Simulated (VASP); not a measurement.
Wanted: the native input for a VASP 6.6.1 run.

- Task: relaxation of cell and atoms
- Functional: PBE
- Potentials or basis: VASP PAW PBE potentials, release 64 (Hf_pv)
- Cutoff: 600 eV
- k mesh: 15 × 15 × 7
- Occupations: methfessel-paxton, width 0.1 eV
- Spin: no spin polarisation
- Further INCAR settings: ALGO = Normal; EDIFF = 1e-07; IBRION = 2; EDIFFG = -0.005; NSW = 90; ISIF = 3

The structure of Hf lies in POSCAR:

```
Hf                                      
1.0
    3.2007220899     -0.0000000000      0.0000000000
   -1.6003610450      2.7719066404      0.0000000000
    0.0000000000      0.0000000000      5.0570330317
  Hf            
     2
Direct
     0.3333333332999970    0.6666666667000030    0.2500000000000000
     0.6666666667000030    0.3333333332999970    0.7500000000000000
```

The input as run:

INCAR

```
SYSTEM = Hf
ALGO = Normal
EDIFF = 1E-7
EDIFFG = -0.005
ENCUT = 600
GGA = PE
IBRION = 2
ISIF = 3
ISMEAR = 1
LASPH = .TRUE.
LCHARG = .FALSE.
LREAL = .FALSE.
LWAVE = .FALSE.
NELM = 80
NSW = 90
PREC = Accurate
SIGMA = 0.1
```

KPOINTS

```
k-points
0
G
  15 15 7
  0 0 0
```

Potentials or basis: VASP PAW PBE potentials, release 64 (Hf_pv).

Run with:

```bash
$ cat potpaw_PBE.64/Hf_pv/POTCAR > POTCAR
$ mpirun -np 1 vasp_std > vasp.out
```

It gave:

| Quantity | Value |
| --- | --- |
| Pressure after relaxing | 0.0 GPa |
| Band gap on the k mesh | none (metal or under the smearing width) |

Caveat: the relaxation stopped at its first step, so nothing moved.

Wall time 73 s on 1 thread of Intel(R) Xeon(R) Platinum 8259CL CPU @ 2.50GHz (Skylake/Cascade Lake), on a shared host, peak memory 0.23 GiB.
